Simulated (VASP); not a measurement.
# Band-edge properties of MoS2 (Fm-3m)

The runs below take MoS2 at its given cell and follow the band edges through several levels. The cell is generated by rule, not measured, and may not be a known phase.

Program: VASP 6.6.1. Level of theory: PBE, no spin polarisation; plane waves and PAW (Mo_sv, S), in the first sound run; inputs show where later runs differ. Results are calculated unless marked as measured.

Most raw output is cut from this account.

The structure was built from a prototype and need not be the compound's stable phase.

### 1. Set-up

Symmetry: Fm-3m, No. 225, cubic system. The conventional cell has a = 5.980 Å, b = 5.980 Å, c = 5.980 Å, α = 90.00°, β = 90.00°, γ = 90.00°. Nearest to Mo lie 8 S at 2.59 Å. S has 4 Mo at 2.59 Å nearest. Farther neighbours and most contacts between anions are not listed.

### 2. Relaxation of the atoms

The cell is kept as given; the atoms are relaxed first, so that no residual force shifts the band edges.

The input, INCAR:

```
SYSTEM = MoS2
PREC = Accurate
ENCUT = 400
EDIFF = 1E-06
NELM = 100
ISMEAR = 0
SIGMA = 0.02
LREAL = .FALSE.
ALGO = Normal
GGA = PE
NBANDS = 19
LORBIT = 11
LWAVE = .FALSE.
LCHARG = .FALSE.
KPAR = 4
IBRION = 2
NSW = 40
ISIF = 2
EDIFFG = -0.005
```

The input, POSCAR:

```
MoS2
1.0
    0.0000000000      2.9902100000      2.9902100000
    2.9902100000      0.0000000000      2.9902100000
    2.9902100000      2.9902100000      0.0000000000
Mo S
1 2
Direct
    0.0000000000      0.0000000000      0.0000000000
    0.2500000000      0.2500000000      0.2500000000
    0.7500000000      0.7500000000      0.7500000000
```

The input, KPOINTS:

```
Automatic mesh
0
Gamma
8 8 8
0 0 0
```

Potentials, in the order of the species: Mo_sv and S (PBE family, release 64).

The run is started by

```
$ mpirun -np 4 vasp_std
```

Run time: 8.2 s. Hardware: 4 MPI ranks of AMD EPYC 7R43, shared host; peak memory 0.5 GiB; 30 s of CPU time.

This run has no spin polarisation, although Mo can carry a moment. LASPH is off, so gradient terms of the non-spherical density inside the spheres are left out; for open d or f shells this can shift gaps and moments. The run keeps the 48 symmetry operations of its start, so it cannot find a distortion of lower symmetry.

The forces vanish from the start, and no atom moves.

Numbers from this step:

```yaml
scf_cycles: 15
electrons: 26
bands: 19
irreducible_k_points: 29
symmetry_operations: 48
free_energy_toten: -19.51 eV
energy_at_zero_smearing: -19.51 eV
fermi_energy: 7.625 eV
pressure: -6.751 GPa
metallic: yes
```

### 3. Bands on a dense mesh

A dense even mesh and a path are solved together, since either alone can miss a band edge.

Changes to INCAR since step 2:

```diff
@@ -10,3 +10,3 @@
 GGA = PE
-NBANDS = 19
+NBANDS = 26
 LORBIT = 11
@@ -15,5 +15,2 @@
 KPAR = 4
-IBRION = 2
-NSW = 40
 ISIF = 2
-EDIFFG = -0.005
```

POSCAR is that of step 2.

The input, KPOINTS:

```
Automatic mesh
0
Gamma
12 12 12
0 0 0
```

The input, KPOINTS_OPT:

```
Line mode
24
Line-mode
Reciprocal
  0.00000000   0.00000000   0.00000000 GAMMA
  0.50000000   0.00000000   0.50000000 X

  0.50000000   0.00000000   0.50000000 X
  0.50000000   0.25000000   0.75000000 W

  0.50000000   0.25000000   0.75000000 W
  0.37500000   0.37500000   0.75000000 K

  0.37500000   0.37500000   0.75000000 K
  0.00000000   0.00000000   0.00000000 GAMMA

  0.00000000   0.00000000   0.00000000 GAMMA
  0.50000000   0.50000000   0.50000000 L

  0.50000000   0.50000000   0.50000000 L
  0.62500000   0.25000000   0.62500000 U

  0.62500000   0.25000000   0.62500000 U
  0.50000000   0.25000000   0.75000000 W

  0.50000000   0.25000000   0.75000000 W
  0.50000000   0.50000000   0.50000000 L

  0.50000000   0.50000000   0.50000000 L
  0.37500000   0.37500000   0.75000000 K

  0.62500000   0.25000000   0.62500000 U
  0.50000000   0.00000000   0.50000000 X
```

The run is started by

```
$ mpirun -np 4 vasp_std
```

Elapsed: 52 s, on 4 MPI ranks; peak memory 0.88 GiB.

Numbers from this step:

* SCF cycles: 14
* bands: 26
* irreducible k-points: 72
* free energy (TOTEN): -19.52 eV
* energy at zero smearing: -19.52 eV
* Fermi energy: 7.632 eV
* pressure: -6.995 GPa

Electronic bands along the path, in eV, zero at the Fermi level; # counts the bands kept:

```tsv
point	#4	#5	#6	#7	#8	#9	#10	#11
Γ	-0.85	-0.85	-0.58	-0.58	-0.58	3.85	3.85	3.85
0.52 of the way	-3.05	-1.22	-1.22	-0.40	-0.01	2.54	2.54	3.46
X	-2.39	-2.39	-0.59	0.07	0.77	1.44	3.17	3.17
0.52 of the way	-2.74	-2.35	-0.24	0.17	0.59	1.49	2.45	3.40
W	-3.57	-2.32	-0.09	0.40	0.45	1.76	1.76	3.59
0.48 of the way	-3.20	-2.27	-0.10	0.24	0.29	1.63	2.22	3.42
K	-3.05	-2.21	-0.13	0.07	0.20	1.61	2.73	3.04
0.48 of the way	-3.31	-3.29	-1.11	-0.49	0.64	1.98	2.51	3.42
Γ	-0.85	-0.85	-0.58	-0.58	-0.58	3.85	3.85	3.85
0.52 of the way	-2.33	-2.33	-2.30	0.18	0.18	1.68	3.31	3.31
L	-2.94	-2.84	-2.84	-0.42	-0.42	1.35	3.62	3.62
0.48 of the way	-3.09	-2.23	-1.77	-0.13	-0.07	1.58	3.11	3.30
U	-3.05	-2.21	-0.13	0.07	0.20	1.61	2.73	3.04
0.52 of the way	-3.20	-2.27	-0.10	0.24	0.29	1.63	2.22	3.42
W	-3.57	-2.32	-0.09	0.40	0.45	1.76	1.76	3.59
0.48 of the way	-3.27	-2.15	-1.29	-0.05	0.06	1.68	2.84	3.28
L	-2.94	-2.84	-2.84	-0.42	-0.42	1.35	3.62	3.62
0.52 of the way	-3.12	-2.20	-1.61	-0.10	-0.02	1.62	3.04	3.26
K	-3.05	-2.21	-0.13	0.07	0.20	1.61	2.73	3.04
jump to U	-3.05	-2.21	-0.13	0.07	0.20	1.61	2.73	3.04
0.48 of the way	-2.58	-2.34	-0.38	0.10	0.62	1.47	2.95	3.10
X	-2.39	-2.39	-0.59	0.07	0.77	1.44	3.17	3.17
```

Of the projections kept (Mo, S), the largest for each band there; the rest of the weight can lie on other orbitals:

```tsv
point	#4	#5	#6	#7	#8	#9	#10	#11
Γ	Mo 1.00	Mo 1.00	S 0.96	S 0.96	S 0.96	Mo 0.77	Mo 0.77	Mo 0.77
X	Mo 0.63	Mo 0.63	Mo 0.96	Mo 1.00	S 1.00	Mo 0.89	S 0.51	S 0.51
W	S 0.66	Mo 0.65	Mo 1.00	Mo 0.90	S 1.00	Mo 0.80	Mo 0.80	S 0.54
K	Mo 0.57	Mo 0.54	Mo 0.94	S 0.91	Mo 0.96	Mo 0.85	Mo 0.52	Mo 0.61
Γ	Mo 1.00	Mo 1.00	S 0.96	S 0.96	S 0.96	Mo 0.77	Mo 0.77	Mo 0.77
L	S 0.97	S 0.92	S 0.92	Mo 1.00	Mo 1.00	Mo 0.85	Mo 0.73	Mo 0.73
```

At -7.0 GPa the cell is away from the equilibrium volume of this level: left free, it would shrink.

### 4. Bands with spin-orbit coupling

This step: PBE, spin-orbit coupling, no spin polarisation; plane waves and PAW (Mo_sv, S); invented cell (VASP 6.6.1).

Spin-orbit coupling can split and shift the band edges, more so for heavy elements, so the bands are solved again with spinors.

Changes to INCAR since step 3:

```diff
@@ -10,3 +10,9 @@
 GGA = PE
-NBANDS = 26
+LNONCOLLINEAR = .TRUE.
+MAGMOM = 0 0 0 0 0 0 0 0 0
+NBANDS = 38
+GGA_COMPAT = .FALSE.
+LASPH = .TRUE.
+LSORBIT = .TRUE.
+LMAXMIX = 4
 LORBIT = 11
```

POSCAR is that of step 3.

The input, KPOINTS:

```
Automatic mesh
0
Gamma
8 8 8
0 0 0
```

Changes to KPOINTS_OPT since step 3:

```diff
@@ -1,3 +1,3 @@
 Line mode
-24
+16
 Line-mode
```

The run is started by

```
$ mpirun -np 4 vasp_ncl
```

The job ended after 1.9 min (4 MPI ranks; peak memory 1.1 GiB).

LASPH is on here and off in the session's scalar semilocal runs, so a comparison with those holds both changes.

This step gave:

```
SCF cycles              : 15
bands                   : 38
irreducible k-points    : 29
free energy (TOTEN)     : -19.62 eV
energy at zero smearing : -19.62 eV
Fermi energy            : 7.621 eV
pressure                : -6.655 GPa
```

The spin moment in the PAW sphere vanishes on all atoms.

On-site spin-orbit energy by atom:

```tsv
atom	on-site spin-orbit energy (eV)
Mo1	-0.211
S2	-0.002
S3	-0.002
```

The electronic bands at the labelled points (eV, zero at the Fermi level; # counts the bands kept):

```tsv
point	#9	#10	#11	#12	#13	#14	#15	#16
Γ	-0.85	-0.85	-0.66	-0.66	-0.50	-0.50	-0.50	-0.50
0.53 of the way	-1.29	-1.29	-1.18	-1.18	-0.39	-0.39	-0.02	-0.02
X	-2.34	-2.34	-0.59	-0.59	0.06	0.06	0.80	0.80
0.53 of the way	-2.34	-2.34	-0.23	-0.23	0.17	0.17	0.61	0.61
W	-2.31	-2.31	-0.09	-0.09	0.40	0.40	0.47	0.47
0.47 of the way	-2.26	-2.26	-0.10	-0.10	0.26	0.26	0.29	0.29
K	-2.19	-2.19	-0.13	-0.13	0.10	0.10	0.20	0.20
0.47 of the way	-3.19	-3.19	-1.12	-1.12	-0.49	-0.49	0.64	0.64
Γ	-0.85	-0.85	-0.66	-0.66	-0.50	-0.50	-0.50	-0.50
0.53 of the way	-2.32	-2.32	-2.31	-2.31	0.12	0.12	0.23	0.23
L	-2.88	-2.88	-2.76	-2.76	-0.46	-0.46	-0.38	-0.38
0.47 of the way	-2.22	-2.22	-1.79	-1.79	-0.15	-0.15	-0.07	-0.07
U	-2.19	-2.19	-0.13	-0.13	0.10	0.10	0.20	0.20
0.47 of the way	-2.24	-2.24	-0.11	-0.11	0.23	0.23	0.27	0.27
W	-2.31	-2.31	-0.09	-0.09	0.40	0.40	0.47	0.47
0.53 of the way	-2.15	-2.15	-1.53	-1.53	-0.09	-0.09	0.00	0.00
L	-2.88	-2.88	-2.76	-2.76	-0.46	-0.46	-0.38	-0.38
0.53 of the way	-2.17	-2.17	-1.54	-1.54	-0.10	-0.10	0.00	0.00
K	-2.19	-2.19	-0.13	-0.13	0.10	0.10	0.20	0.20
jump to U	-2.19	-2.19	-0.13	-0.13	0.10	0.10	0.20	0.20
0.53 of the way	-2.33	-2.33	-0.41	-0.41	0.09	0.09	0.68	0.68
X	-2.34	-2.34	-0.59	-0.59	0.06	0.06	0.80	0.80
```

Of the projections kept (Mo, S), the largest for each band there; the rest of the weight can lie on other orbitals:

```tsv
point	#9	#10	#11	#12	#13	#14	#15	#16
Γ	Mo 1.00	Mo 1.00	S 0.96	S 0.96	S 0.96	S 0.96	S 0.96	S 0.96
X	Mo 0.63	Mo 0.63	Mo 0.96	Mo 0.96	Mo 1.00	Mo 1.00	S 1.00	S 1.00
W	Mo 0.65	Mo 0.65	Mo 0.99	Mo 0.99	Mo 0.90	Mo 0.90	S 1.00	S 1.00
K	Mo 0.54	Mo 0.54	Mo 0.93	Mo 0.93	S 0.88	S 0.88	Mo 0.95	Mo 0.95
Γ	Mo 1.00	Mo 1.00	S 0.96	S 0.96	S 0.96	S 0.96	S 0.96	S 0.96
L	S 0.92	S 0.92	S 0.92	S 0.92	Mo 1.00	Mo 1.00	Mo 1.00	Mo 1.00
```

### 5. Orbitals for bands with HSE06

This step: PBE, no spin polarisation; plane waves and PAW (Mo_sv, S); invented cell (VASP 6.6.1).

The hybrid starts from PBE orbitals, which saves many expensive cycles.

The input, INCAR:

```
SYSTEM = MoS2
PREC = Accurate
ENCUT = 400
EDIFF = 1E-05
NELM = 100
ISMEAR = 0
SIGMA = 0.02
LREAL = .FALSE.
ALGO = Normal
GGA = PE
NBANDS = 19
LORBIT = 11
LWAVE = .TRUE.
LCHARG = .FALSE.
KPAR = 4
```

POSCAR is that of step 4.

The input, KPOINTS:

```
Automatic mesh
0
Gamma
4 4 4
0 0 0
```

The run is started by

```
$ mpirun -np 4 vasp_std
```

Run time: 3.4 s. Hardware: 4 MPI ranks; peak memory 0.45 GiB; 11 s of CPU time.

The k-mesh is coarse for a metal.

Numbers from this step:

```yaml
scf_cycles: 13
bands: 19
irreducible_k_points: 8
free_energy_toten: -19.56 eV
energy_at_zero_smearing: -19.56 eV
fermi_energy: 7.733 eV
pressure: -7.503 GPa
```

The run ends at a pressure of -7.50 GPa.

### 6. Bands with HSE06

This step: HSE06, no spin polarisation; plane waves and PAW (Mo_sv, S); invented cell (VASP 6.6.1).

A quarter of screened exact exchange corrects much of the semilocal gap error; its cost forces a coarser mesh.

The input, INCAR:

```
SYSTEM = MoS2
PREC = Accurate
ENCUT = 400
EDIFF = 1E-06
NELM = 100
ISMEAR = 0
SIGMA = 0.02
LREAL = .FALSE.
ALGO = Normal
LHFCALC = .TRUE.
AEXX = 0.25
GGA = PE
HFSCREEN = 0.2
LASPH = .TRUE.
NBANDS = 19
PRECFOCK = Fast
LORBIT = 11
LWAVE = .FALSE.
LCHARG = .FALSE.
KPAR = 4
ISIF = 2
```

POSCAR is that of step 5.

KPOINTS is that of step 5.

Changes to KPOINTS_OPT since step 4:

```diff
@@ -1,3 +1,3 @@
 Line mode
-16
+8
 Line-mode
```

The WAVECAR or CHGCAR of an earlier step is read.

The run is started by

```
$ mpirun -np 4 vasp_std
```

It took 9.7 min on 4 MPI ranks; peak memory 0.96 GiB.

The k-mesh is coarse for exact exchange; in a metal the Fermi energy and the levels can shift by several tenths of an eV on a finer one. The PAW data sets were made with PBE, which is usual practice but a small mismatch for other functionals.

This step gave:

```
SCF cycles              : 8
free energy (TOTEN)     : -23.36 eV
energy at zero smearing : -23.35 eV
Fermi energy            : 7.458 eV
pressure                : -11.86 GPa
```

The electronic bands at the labelled points (eV, zero at the Fermi level; # counts the bands kept):

```tsv
point	#4	#5	#6	#7	#8	#9	#10	#11
Γ	-1.12	-1.12	-0.87	-0.87	-0.87	4.68	4.68	4.68
0.57 of the way	-3.05	-1.74	-1.74	-0.59	-0.16	3.21	3.21	4.12
X	-2.83	-2.83	-0.68	-0.18	0.75	2.06	3.86	3.86
0.57 of the way	-3.34	-2.78	-0.35	0.06	0.52	2.12	3.00	4.16
W	-4.22	-2.75	-0.28	0.36	0.38	2.37	2.37	4.34
0.43 of the way	-3.81	-2.71	-0.26	0.20	0.24	2.23	2.78	4.19
K	-3.59	-2.65	-0.18	-0.01	0.02	2.19	3.37	3.73
0.57 of the way	-3.52	-3.46	-1.23	-0.65	0.61	2.63	3.16	4.32
Γ	-1.12	-1.12	-0.87	-0.87	-0.87	4.68	4.68	4.68
0.57 of the way	-3.05	-2.98	-2.98	0.04	0.04	2.10	4.05	4.05
L	-3.44	-3.42	-3.42	-0.54	-0.54	1.96	4.35	4.35
0.43 of the way	-3.64	-2.77	-2.29	-0.26	-0.25	2.14	3.86	4.07
U	-3.59	-2.65	-0.18	-0.01	0.02	2.19	3.37	3.73
0.43 of the way	-3.72	-2.68	-0.24	0.12	0.16	2.21	2.95	4.08
W	-4.22	-2.75	-0.28	0.36	0.38	2.37	2.37	4.34
0.43 of the way	-3.95	-2.58	-1.27	-0.17	0.04	2.32	3.34	3.99
L	-3.44	-3.42	-3.42	-0.54	-0.54	1.96	4.35	4.35
0.57 of the way	-3.74	-2.64	-1.67	-0.16	-0.10	2.27	3.61	3.92
K	-3.59	-2.65	-0.18	-0.01	0.02	2.19	3.37	3.73
jump to U	-3.59	-2.65	-0.18	-0.01	0.02	2.19	3.37	3.73
0.57 of the way	-2.98	-2.80	-0.52	-0.14	0.65	2.08	3.68	3.81
X	-2.83	-2.83	-0.68	-0.18	0.75	2.06	3.86	3.86
```

Of the projections kept (Mo, S), the largest for each band there; the rest of the weight can lie on other orbitals:

```tsv
point	#4	#5	#6	#7	#8	#9	#10	#11
Γ	Mo 1.00	Mo 1.00	S 0.96	S 0.96	S 0.96	Mo 0.78	Mo 0.78	Mo 0.78
X	Mo 0.59	Mo 0.59	Mo 0.96	Mo 1.00	S 1.00	Mo 0.88	Mo 0.52	Mo 0.52
W	S 0.68	Mo 0.61	Mo 0.99	Mo 0.90	S 1.00	Mo 0.80	Mo 0.80	S 0.51
K	Mo 0.54	Mo 0.50	Mo 0.94	S 0.92	Mo 0.96	Mo 0.86	Mo 0.56	Mo 0.63
Γ	Mo 1.00	Mo 1.00	S 0.96	S 0.96	S 0.96	Mo 0.78	Mo 0.78	Mo 0.78
L	S 0.97	S 0.92	S 0.92	Mo 0.99	Mo 0.99	Mo 0.85	Mo 0.74	Mo 0.74
```

### 7. What came out

| Item | Value |
| --- | --- |
| gap, PBE | none |
| gap with spin-orbit coupling | none |
| gap, HSE06 without spin-orbit coupling | none |

**Reading.** At this level the bands overlap or touch. Masses were not obtained, since there is no gap at this level. The strain response was not obtained, since there is no gap at this level.

[Lines on the potential files, build, host, timing and source positions are cut from VASP's logs without a mark.]

[Logs are printed without paths, hosts, clocks, repeated set-up lines and the standing remarks that a program may print on its own settings, such as how far it seeks lower states.]

[Hosts, paths, dates, database ids (printed as entryN), source tags and the programs' standing remarks are cut or masked in the printed files.]

[In band tables of VASP the shares of atoms and orbitals are scaled to a sum of 1 inside the atoms' spheres.]

[Gaps and slopes under strain along one axis are those of the sampled path and mesh points; where strain splits equal valleys, another of them can be the edge.]
